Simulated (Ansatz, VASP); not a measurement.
# ZnS in VASP and in Ansatz

```
Zn S
1.0
     3.81100    0.00000    0.00000
    -1.90550    3.30042    0.00000
     0.00000    0.00000    6.23400
Zn S
2 2
Cartesian
  0.0000 2.2003 0.0000
  1.9055 1.1001 3.1170
  0.0000 2.2003 2.4001
  1.9055 1.1001 5.5171
```

Alike in both runs: task single point; functional PBE; k mesh 8 × 8 × 5; occupations fermi-dirac, width 0.03 eV; no spin polarisation.

|  | VASP | Ansatz |
| --- | --- | --- |
| version | VASP 6.6.1 | Ansatz 0.2.0 |
| potentials or method | VASP PAW PBE potentials, release 64 (Zn, S), cutoff 520 eV | all-electron LAPW, scalar-relativistic |

```csv
,VASP,Ansatz,Ansatz less VASP
gap on the k mesh at the Fermi level (eV),2.25,2.25,-0.003
pressure (GPa),2.5,2.3,-0.15
largest component of the traceless stress (GPa),1.37,1.35,-0.025
rms of the force components (eV/Å),0.186,0.184,-0.0020
```

Atom by atom the forces differ by 0.002 eV/Å (rms over components). Ansatz ran all-electron here, so the differences hold the error of VASP's frozen core and of both bases.

PBE gaps usually lie below the measured ones, often by a third to a half.
